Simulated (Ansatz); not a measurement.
Wanted: the native input for an Ansatz 0.2.0 run.

| Item | Value |
| --- | --- |
| Task | single point |
| Functional | PBE |
| Potentials or basis | all-electron LAPW, scalar-relativistic |
| Cutoff | 218 eV (chosen from the basis error) |
| Basis error allowed | 0.001 eV/atom |
| k mesh | 8 × 8 × 8 |
| Occupations | gaussian, width 0.015 eV |
| Spin | no spin polarisation |

Crystal: Si.

```
CELL_PARAMETERS angstrom
0.00000 2.72185 2.72185
2.72185 0.00000 2.72185
2.72185 2.72185 0.00000
ATOMIC_POSITIONS crystal
Si 0.50000 0.50000 0.50000
Si 0.75000 0.75000 0.75000
```

These files were run (other wordings do the same):

input.yaml

```yaml
crystal:
  lattice:
    - [0.0, 2.7218511865, 2.7218511865]
    - [2.7218511865, 0.0, 2.7218511865]
    - [2.7218511865, 2.7218511865, 0.0]
  atoms:
    - { symbol: Si, position: [0.5, 0.5, 0.5] }
    - { symbol: Si, position: [0.75, 0.75, 0.75] }
kpoints:
  mp_grid: { grid: [8, 8, 8] }
scf:
  occupations: { method: gaussian, width: 0.015 }
hamiltonian:
  xc: pbe
  pseudopotentials: { kind: all_electron, lapw: { basis_error: 0.001 } }
output:
  forces: true
  stress: true
  eigenvalues: true
```

Potentials or basis: all-electron LAPW, scalar-relativistic.

Command:

```bash
$ ansatz run input.yaml --threads 1 --pin off --max-ram 3072MiB --backend cpu --events-out ev --progress --plain --runs-dir out
```

Results of the run:

| Property | Result |
| --- | --- |
| Pressure | 1.3 GPa |
| Band gap on the k mesh | 0.63 eV, indirect (least direct gap 2.56 eV) |

Run time: 2.8 s on 1 thread of Arm Neoverse V1, on a shared host, peak memory 0.22 GiB.
